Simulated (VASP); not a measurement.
# GaP (F-43m) in VASP: notebook

One crystal, GaP, is run at these levels: HSE06; tasks: single point.

Program: VASP 6.6.1. These are calculated values, not measurements. Logs are shortened: lines on timing, memory, paths and dates and some standing lists are left out, and cuts for length are marked.

## (1) The crystal as given

Symmetry: F-43m, No. 216, cubic system. The conventional cell has a = 5.451 Å, b = 5.451 Å, c = 5.451 Å, α = 90.00°, β = 90.00°, γ = 90.00°. Ga (site symmetry -43m) has 4 P at 2.36 Å as nearest neighbours. Around P (site symmetry -43m) lie 4 Ga at 2.36 Å.

## (2) Single point, HSE06

POSCAR

```
GaP
1.0
    0.0000000000      2.7252500000      2.7252500000
    2.7252500000      0.0000000000      2.7252500000
    2.7252500000      2.7252500000      0.0000000000
Ga P
1 1
Direct
    0.0000000000      0.0000000000      0.0000000000
    0.7500000000      0.7500000000      0.7500000000
```

INCAR.step1

```
PREC     = Accurate       # precision mode
ENCUT    = 400            # plane-wave cutoff, eV
EDIFF    = 1E-5           # SCF threshold, eV
ISMEAR   = 0              # smearing method
SIGMA    = 0.01           # smearing width, eV
LREAL    = False          # projectors in reciprocal space
LASPH    = True           # aspherical terms in the spheres
NELM     = 100            # most SCF steps
ALGO     = Normal         # electronic algorithm
ISIF     = 2              # what is computed and relaxed
LWAVE    = True           # write WAVECAR
LCHARG   = False          # write CHGCAR
NKRED    = 1            
NBANDS   = 17             # bands
GGA      = PE             # functional
```

INCAR.step2

```
PREC     = Accurate       # precision mode
ENCUT    = 400            # plane-wave cutoff, eV
EDIFF    = 1E-6           # SCF threshold, eV
ISMEAR   = 0              # smearing method
SIGMA    = 0.01           # smearing width, eV
LREAL    = False          # projectors in reciprocal space
LASPH    = True           # aspherical terms in the spheres
NELM     = 100            # most SCF steps
ALGO     = Normal         # electronic algorithm
ISIF     = 2              # what is computed and relaxed
LWAVE    = False          # write WAVECAR
LCHARG   = False          # write CHGCAR
GGA      = PE             # functional
LHFCALC  = True           # exact exchange
HFSCREEN = 0.2            # screening, 1/A
PRECFOCK = Fast         
NKRED    = 1            
NBANDS   = 17             # bands
ISTART   = 1
```

KPOINTS

```
regular mesh
0
Gamma
  4 4 4
```

Potentials or basis: VASP PAW PBE potentials, release 64 (Ga_d, P).

Run with:

```console
$ cat potpaw_PBE.64/Ga_d/POTCAR potpaw_PBE.64/P/POTCAR > POTCAR
$ cp INCAR.step1 INCAR
$ mpirun -np 1 vasp_std > vasp.out
$ cp INCAR.step2 INCAR
$ mpirun -np 1 vasp_std > vasp.out
```

OUTCAR:

```text
PREC = Accurate
   ENCUT = 400
   EDIFF = 1E-6
   ISMEAR = 0
   LREAL = False
   LASPH = True
   NELM = 100
   ISIF = 2
   GGA = PE
   LHFCALC = True
   HFSCREEN = 0.2
   PRECFOCK = Fast
   NKRED = 1
   ISTART = 1

 Found      8 irreducible k-points:

 Following reciprocal coordinates:
            Coordinates               Weight
  0.000000  0.000000  0.000000      1.000000
  0.250000  0.000000  0.000000      8.000000
  0.500000  0.000000  0.000000      4.000000
  0.250000  0.250000  0.000000      6.000000
  0.500000  0.250000  0.000000     24.000000
 -0.250000  0.250000  0.000000     12.000000
   k-points           NKPTS =      8   k-points in BZ     NKDIM =     64   number of bands    NBANDS=     17
   number of dos      NEDOS =    301   number of ions     NIONS =      2
   total plane-waves  NPLWV =  21952
   dimension x,y,z NGX =    28 NGY =   28 NGZ =   28
   dimension x,y,z NGXF=    56 NGYF=   56 NGZF=   56
   ions per type =               1   1
   NGX,Y,Z   is equivalent  to a cutoff of  12.08, 12.08, 12.08 a.u.
   NGXF,Y,Z  is equivalent  to a cutoff of  24.16, 24.16, 24.16 a.u.
 SYSTEM =  unknown system
   PREC   = accura    normal or accurate (medium, high low for compatibility)
   ISTART =      1    job   : 0-new  1-cont  2-samecut
   ICHARG =      0    charge: 1-file 2-atom 10-const
   ISPIN  =      1    spin polarized calculation?
   LNONCOLLINEAR =      F non collinear calculations
   LSORBIT =      F    spin-orbit coupling
   LASPH  =      T    aspherical Exc in radial PAW
   ENCUT  =  400.0 eV  29.40 Ry    5.42 a.u.   6.29  6.29  6.29*2*pi/ulx,y,z
   NELM   =    100;   NELMIN=  2; NELMDL=  0     # of ELM steps
   EDIFF  = 0.1E-05   stopping-criterion for ELM
   LREAL  =      F    real-space projection
   EDIFFG = 0.1E-04   stopping-criterion for IOM
   NSW    =      0    number of steps for IOM
   IBRION =     -1    ionic relax: 0-MD 1-quasi-New 2-CG
   NFREE  =      0    steps in history (QN), initial steepest desc. (CG)
   ISIF   =      2    stress and relaxation
   ISYM   =      3    0-nonsym 1-usesym 2-fastsym
   POTIM  = 0.5000    time-step for ionic-motion
   TEBEG  =    0.0;   TEEND  =   0.0 temperature during run
   PSTRESS=    0.0 pullay stress
   NELECT =      18.0000    total number of electrons
   NUPDOWN=      -1.0000    fix difference up-down
   EMIN   =  10.00;   EMAX   =-10.00  energy-range for DOS
   EFERMI =   0.00;   METHOD = LEGACY
   ISMEAR =     0;   SIGMA  =   0.01  broadening in eV -4-tet -1-fermi 0-gaus
   EFERMI_NEDOS =   21; number of points for ismear=-14 and -15
   IALGO  =     38    algorithm
   IMIX   =      1    mixing-type and parameters
     AMIX     =   0.40;   BMIX     =  1.00
     AMIX_MAG =   1.60;   BMIX_MAG =  1.00
  volume/ion in A,a.u.               =      20.24       136.59
  Fermi-wavevector in a.u.,A,eV,Ry     =   1.249538  2.361284 21.243377  1.561344
  Thomas-Fermi vector in A             =   2.383574
   LORBIT       =      0    0 simple, 1 ext, 2 COOP (PROOUT), +10 PAW based schemes
   GGA     = PE    functional components
   LHFCALC =     T    Hartree Fock is set to
   PRECFOCK=fast      Normal, Fast or Accurate (Low or Medium for compatibility)
   ENCUT4O =  -1.0   cutoff for four orbital integrals eV
   NKREDX  =     1    reduce k-point grid by
   NKREDY  =     1    reduce k-point grid by
   NKREDZ  =     1    reduce k-point grid by
   AEXX    =    0.2500 exact exchange contribution
   HFSCREEN=    0.2000 screening length (either q_TF or 0.3 A-1)
   HFSCREENC=   0.2000 screening length for correlation (either q_TF or 0.3 A-1)
   ENCUTFOCK=  -1.0 apply spherical cutoff to Coloumb kernel
   IVDW    =     0    specifies the selected vdW correction
   LEPSILON=     F    determine dielectric tensor
   LRPA    =     F    only Hartree local field effects (RPA)
 non-spin polarized calculation
 Gauss-broadening in eV      SIGMA  =   0.01
  energy-cutoff  :      400.00
  volume of cell :       40.48
 maximum number of plane-waves:       754
 NGX is ok and might be reduce to    28
  NGX = 14; NGY = 14; NGZ = 14

 number of electron      18.0000016 magnetization

 Free energy of the ion-electron system (eV)
  ---------------------------------------------------
  ext. energy  EPLUGINS =         0.00000000
  ---------------------------------------------------
  free energy    TOTEN  =       -10.69564305 eV

  energy without entropy =      -10.69564305  energy(sigma->0) =      -10.69564305

 E-fermi :   4.3197     XC(G=0):  -8.1279

 val. band max:        4.2183035284   @ k =   0.0000   0.0000   0.0000
 cond. band min:       6.5452369280   @ k =   0.5000   0.5000   0.0000
 fundamental gap:      2.3269333996
 Fermi energy:         4.3197093852

 k-point     1 :       0.0000    0.0000    0.0000
  band No.  band energies     occupation
      1     -12.8546      2.00000
      2     -12.8546      2.00000
      3     -12.8546      2.00000
      4     -12.7534      2.00000
      5     -12.7534      2.00000
      6      -9.5480      2.00000
[... 9 lines left out ...]
     16      15.1478      0.00000
     17      17.7883      0.00000

 k-point     2 :       0.2500    0.0000    0.0000
  band No.  band energies     occupation
      1     -12.8835      2.00000
      2     -12.8410      2.00000
      3     -12.8410      2.00000
      4     -12.7528      2.00000
      5     -12.7528      2.00000
      6      -8.7136      2.00000
[... 9 lines left out ...]
     16      15.1931      0.00000
     17      18.5704      0.00000

 k-point     3 :       0.5000    0.0000    0.0000
  band No.  band energies     occupation
      1     -12.9109      2.00000
      2     -12.8312      2.00000
      3     -12.8312      2.00000
      4     -12.7483      2.00000
      5     -12.7483      2.00000
      6      -7.3176      2.00000
[... 9 lines left out ...]
     16      17.2461      0.00000
     17      19.1616      0.00000

 k-point     4 :       0.2500    0.2500    0.0000
  band No.  band energies     occupation
      1     -12.9045      2.00000
      2     -12.8255      2.00000
      3     -12.8255      2.00000
      4     -12.7674      2.00000
      5     -12.7440      2.00000
      6      -8.4275      2.00000
[... 9 lines left out ...]
     16      18.2065      0.00000
     17      20.0725      0.00000

 k-point     5 :       0.5000    0.2500    0.0000
  band No.  band energies     occupation
      1     -12.9231      2.00000
      2     -12.8181      2.00000
      3     -12.8118      2.00000
      4     -12.7669      2.00000
      5     -12.7430      2.00000
      6      -6.9621      2.00000
[... 9 lines left out ...]
     16      18.9138      0.00000
     17      19.1584      0.00000

 k-point     6 :      -0.2500    0.2500    0.0000
  band No.  band energies     occupation
      1     -12.9080      2.00000
      2     -12.8274      2.00000
      3     -12.8239      2.00000
      4     -12.7551      2.00000
      5     -12.7524      2.00000
      6      -7.5150      2.00000
[... 9 lines left out ...]
     16      18.9707      0.00000
     17      19.0983      0.00000

 [... further k-points ...]
[... 5 lines left out ...]
  --------------------------------------------------------------------------------------
  -------------------------------------------------------------------------------------
  Total        0.1829032      0.1829032      0.1829032      0.0000000      0.0000000      0.0000000
  in kB        7.2390695      7.2390695      7.2390695      0.0000000      0.0000000      0.0000000
  external PRESSURE =       7.2390695 kB  Pullay stress =       0.0000000 kB

 VOLUME and BASIS-vectors are now :
 -----------------------------------------------------------------------------
  energy-cutoff  :      400.00
  volume of cell :       40.48
      direct lattice vectors                 reciprocal lattice vectors
     0.000000000  2.725250000  2.725250000    -0.183469406  0.183469406  0.183469406
     2.725250000  0.000000000  2.725250000     0.183469406 -0.183469406  0.183469406
     2.725250000  2.725250000  0.000000000     0.183469406  0.183469406 -0.183469406

 POSITION                                       TOTAL-FORCE (eV/Angst)
 -----------------------------------------------------------------------------------
      0.00000      0.00000      0.00000         0.000000     -0.000000      0.000000
      4.08788      4.08788      4.08788        -0.000000      0.000000     -0.000000
 -----------------------------------------------------------------------------------
    total drift:                                0.000046      0.000068      0.000036

  FREE ENERGIE OF THE ION-ELECTRON SYSTEM (eV)
  ---------------------------------------------------
  free  energy   TOTEN  =       -10.6956430545 eV

  energy  without entropy=      -10.6956430545  energy(sigma->0) =      -10.69564305
```

Wall time 96 s (1 thread of Intel Xeon Platinum 8259CL at 2.50GHz (Skylake/Cascade Lake), shared host); peak memory 0.25 GiB.

The run converged, but some of its settings lie outside the range that counts as converged, so its numbers aren't taken as properties of the crystal.

What came out:

* Free energy: -10.6956 eV
* Pressure: 0.7 GPa
* Band gap on the k mesh: 2.33 eV, indirect (least direct gap 2.86 eV)

Caveat: the k mesh is coarse (spacing up to 0.50 Å⁻¹), so the values aren't converged, least of all with exact exchange; the PAW data sets were made with another functional, which shifts forces and pressure a little.

## (3) Single point, HSE06

POSCAR is that of step 2.

INCAR.step1: that of step 2 with these lines changed.

```diff
@@ -1,3 +1,3 @@
 PREC     = Accurate       # precision mode
-ENCUT    = 400            # plane-wave cutoff, eV
+ENCUT    = 350            # plane-wave cutoff, eV
 EDIFF    = 1E-5           # SCF threshold, eV
```

INCAR.step2: that of step 2 with these lines changed.

```diff
@@ -1,3 +1,3 @@
 PREC     = Accurate       # precision mode
-ENCUT    = 400            # plane-wave cutoff, eV
+ENCUT    = 350            # plane-wave cutoff, eV
 EDIFF    = 1E-6           # SCF threshold, eV
```

KPOINTS

```
regular mesh
0
Gamma
  5 5 5
```

Potentials or basis: VASP PAW PBE potentials, release 64 (Ga_d, P).

Run with:

```console
$ cat potpaw_PBE.64/Ga_d/POTCAR potpaw_PBE.64/P/POTCAR > POTCAR
$ cp INCAR.step1 INCAR
$ mpirun -np 1 vasp_std > vasp.out
$ cp INCAR.step2 INCAR
$ mpirun -np 1 vasp_std > vasp.out
```

Run time: 3.3 min. Hardware: 1 thread of Intel Xeon Platinum 8259CL at 2.50GHz (Skylake/Cascade Lake), shared host; peak memory 0.24 GiB.

The run converged, but some of its settings lie outside the range that counts as converged, so its numbers aren't taken as properties of the crystal.

What came out:

```
Free energy            : -10.7803 eV
Pressure               : 0.5 GPa
Band gap on the k mesh : 2.31 eV, indirect (least direct gap 2.83 eV)
```

Caveat: the cutoff is under 1.25 times the usual one of these potentials, so pressure, stress and relaxed cells hold a basis-set (Pulay) error; the PAW data sets were made with another functional, which shifts forces and pressure a little; an odd mesh through Γ misses points on the zone boundary, where band edges often lie.

## (4) Single point, HSE06

POSCAR is that of step 3.

INCAR.step1: that of step 3 with these lines changed.

```diff
@@ -1,3 +1,3 @@
 PREC     = Accurate       # precision mode
-ENCUT    = 350            # plane-wave cutoff, eV
+ENCUT    = 300            # plane-wave cutoff, eV
 EDIFF    = 1E-5           # SCF threshold, eV
```

INCAR.step2: that of step 3 with these lines changed.

```diff
@@ -1,3 +1,3 @@
 PREC     = Accurate       # precision mode
-ENCUT    = 350            # plane-wave cutoff, eV
+ENCUT    = 300            # plane-wave cutoff, eV
 EDIFF    = 1E-6           # SCF threshold, eV
```

KPOINTS

```
regular mesh
0
Gamma
  6 6 6
```

Potentials or basis: VASP PAW PBE potentials, release 64 (Ga_d, P).

Run with:

```console
$ cat potpaw_PBE.64/Ga_d/POTCAR potpaw_PBE.64/P/POTCAR > POTCAR
$ cp INCAR.step1 INCAR
$ mpirun -np 1 vasp_std > vasp.out
$ cp INCAR.step2 INCAR
$ mpirun -np 1 vasp_std > vasp.out
```

OUTCAR:

```text
PREC = Accurate
   ENCUT = 300
   EDIFF = 1E-6
   ISMEAR = 0
   LREAL = False
   LASPH = True
   NELM = 100
   ISIF = 2
   GGA = PE
   LHFCALC = True
   HFSCREEN = 0.2
   PRECFOCK = Fast
   NKRED = 1
   ISTART = 1

 Found     16 irreducible k-points:

 Following reciprocal coordinates:
            Coordinates               Weight
  0.000000  0.000000  0.000000      1.000000
  0.166667  0.000000  0.000000      8.000000
  0.333333  0.000000  0.000000      8.000000
  0.500000  0.000000  0.000000      4.000000
[... 92 lines left out ...]
      6      -9.5828      2.00000
[... 97 lines left out ...]
      4     -12.7466      2.00000
      5     -12.7285      2.00000
      6      -8.2477      2.00000
[... 9 lines left out ...]
     16      17.0126      0.00000
     17      19.6774      0.00000

 [... further k-points ...]
[... 5 lines left out ...]
  --------------------------------------------------------------------------------------
  -------------------------------------------------------------------------------------
  Total        0.1078638      0.1078638      0.1078638      0.0000000      0.0000000     -0.0000000
  in kB        4.2691075      4.2691075      4.2691075      0.0000000      0.0000000     -0.0000000
  external PRESSURE =       4.2691075 kB  Pullay stress =       0.0000000 kB

 VOLUME and BASIS-vectors are now :
 -----------------------------------------------------------------------------
  energy-cutoff  :      300.00
  volume of cell :       40.48
      direct lattice vectors                 reciprocal lattice vectors
     0.000000000  2.725250000  2.725250000    -0.183469406  0.183469406  0.183469406
     2.725250000  0.000000000  2.725250000     0.183469406 -0.183469406  0.183469406
     2.725250000  2.725250000  0.000000000     0.183469406  0.183469406 -0.183469406

 POSITION                                       TOTAL-FORCE (eV/Angst)
 -----------------------------------------------------------------------------------
      0.00000      0.00000      0.00000        -0.000000     -0.000000     -0.000000
      4.08788      4.08788      4.08788         0.000000      0.000000      0.000000
 -----------------------------------------------------------------------------------
    total drift:                               -0.000037     -0.000026     -0.000013

  FREE ENERGIE OF THE ION-ELECTRON SYSTEM (eV)
  ---------------------------------------------------
  free  energy   TOTEN  =       -10.8056617732 eV

  energy  without entropy=      -10.8056617732  energy(sigma->0) =      -10.80566177
```

It took 8.7 min on 1 thread of Intel Xeon Platinum 8259CL at 2.50GHz (Skylake/Cascade Lake), shared host; peak memory 0.25 GiB.

The run converged, but some of its settings lie outside the range that counts as converged, so its numbers aren't taken as properties of the crystal.

Results:

```
Free energy            : -10.8057 eV
Band gap on the k mesh : 2.31 eV, indirect (least direct gap 2.81 eV)
```

Caveat: the cutoff is under 1.25 times the usual one of these potentials, so pressure, stress and relaxed cells hold a basis-set (Pulay) error; the PAW data sets were made with another functional, which shifts forces and pressure a little.

[end of part 1 of 2]
